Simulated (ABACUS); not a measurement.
MgSe in ABACUS: the effect of functional

Crystal: MgSe.

```
CELL_PARAMETERS angstrom
-2.66986 0.00000 2.66986
0.00000 2.66986 2.66986
-2.66986 2.66986 0.00000
ATOMIC_POSITIONS crystal
Se 0.50000 0.50000 0.50000
Mg 0.00000 0.00000 0.00000
```

The cell isn't the ideal one: volume scaled by 0.94.

Alike in all runs:

| Quantity | Value |
| --- | --- |
| Program | ABACUS 3.10.1 |
| Task | equation of state |
| Potentials or basis | SG15 ONCV 1.2 PBE |
| Cutoff | 1184 eV |
| Density cutoff | 4735 eV |
| Basis | plane waves |
| k mesh | 6 × 6 × 6 |
| Occupations | fermi-dirac, width 0.05 eV |
| Spin | no spin polarisation |

Q: One run gave: gap on the mesh 2.28 eV; pressure 7.2 GPa. Which functional did it use?
A. SCAN
B. TPSS
C. PBEsol
D. WC
E. PW91

A: B.

| functional | gap on the mesh (eV) | pressure (GPa) |
| --- | --- | --- |
| LDA | 1.56 | 3.3 |
| PBEsol | 1.80 | 5.5 |
| PW91 | 1.92 | 7.1 |
| WC | 1.86 | 6.0 |
| SCAN | 2.58 | 6.0 |
| TPSS | 2.28 | 7.2 |

Caveats: the potentials were made for another functional, which shifts forces and pressure.

A k mesh can miss the band edges.

Runs at the PBE level aren't shown here.
